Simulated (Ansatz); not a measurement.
Set up this calculation in Ansatz 0.2.0, as the native input.

* Task: phonons
* Functional: LDA
* Potentials or basis: Ansatz PAW
* Cutoff: 420 eV (not typed: the program's choice for these potentials)
* k mesh: 9 × 9 × 9
* Occupations: fermi-dirac, width 0.05 eV
* Spin: no spin polarisation

The system is Pt.

```
Pt
1.0
    -1.58422    1.58422    1.58422
     1.58422   -1.58422    1.58422
     1.58422    1.58422   -1.58422
Pt
1
Direct
  0.00000 0.00000 0.00000
```

This isn't the form of Pt at room conditions, which is fcc.

These files were run (other wordings do the same):

input.yaml

```yaml
crystal:
  lattice:
    - [-1.58422, 1.58422, 1.58422]
    - [1.58422, -1.58422, 1.58422]
    - [1.58422, 1.58422, -1.58422]
  atoms:
    - { symbol: Pt, position: [0.0, 0.0, 0.0] }
hamiltonian:
  xc: lda
  pseudopotentials: { kind: paw }
kpoints:
  mp_grid: { grid: [9, 9, 9] }
scf:
  occupations: { method: fermi_dirac, width: 0.05 }
phonons:
  method: dfpt
```

Potentials or basis: Ansatz PAW.

Launch:

```bash
$ ansatz run input.yaml --threads 2 --pin off --max-ram 5632MiB --backend cpu --events-out ev --progress --plain --runs-dir out
```

Results of the run:

```yaml
Band_gap_on_the_k_mesh: none (metal or under the smearing width)
```

Run time: 1.7 s on 2 threads of Arm Neoverse V2 (shared host), peak memory 0.31 GiB.
